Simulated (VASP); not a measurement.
MgB2: RPA correlation energy with PBE

The system is MgB2.

```
Mg B
1.0
     3.08500    0.00000    0.00000
    -1.54250    2.67169    0.00000
     0.00000    0.00000    3.52300
Mg B
1 2
Direct
  0.00000 0.00000 0.00000
  0.66667 0.33333 0.50000
  0.33333 0.66667 0.50000
```

```json
{
 "Program": "VASP 6.6.1",
 "Task": "RPA correlation energy",
 "Functional": "PBE",
 "Potentials or basis": "VASP PAW PBE potentials, release 64 (Mg_GW, B_GW)",
 "Cutoff": "400 eV",
 "k mesh": "4 × 4 × 3",
 "Occupations": "gaussian, width 0.05 eV",
 "Spin": "no spin polarisation",
 "Cutoff of the response function": "200",
 "Frequency points": "8",
 "Further INCAR settings": "ALGO = ACFDT; EDIFF = 1e-08; NBANDS = 534"
}
```

The band gap on the k mesh, mean-field level is none (metal or under the smearing width), the RPA correlation energy is -4.443 eV/atom and the RPA total energy per cell is -32.590 eV. The RPA correlation energy per cell is -13.330 eV.

Levels at points of the mesh, in eV from the Fermi level:
```csv
k point,band 2,band 3,band 4,band 5,band 6,band 7
"(0.00, 0.00, 0.00)",-3.21,0.06,0.06,1.39,6.00,6.00
"(0.50, 0.00, 0.00)",-8.12,-2.47,-0.07,2.80,3.59,5.06
```

Run time: 85 s on 1 thread of Intel(R) Xeon(R) Platinum 8375C CPU @ 2.90GHz (Ice Lake), with other jobs on the host, peak memory 0.37 GiB.

Caveat: the k mesh is coarse (spacing up to 0.59 Å⁻¹), so the values aren't converged; the ground state has no gap, which makes the many-body step unreliable.
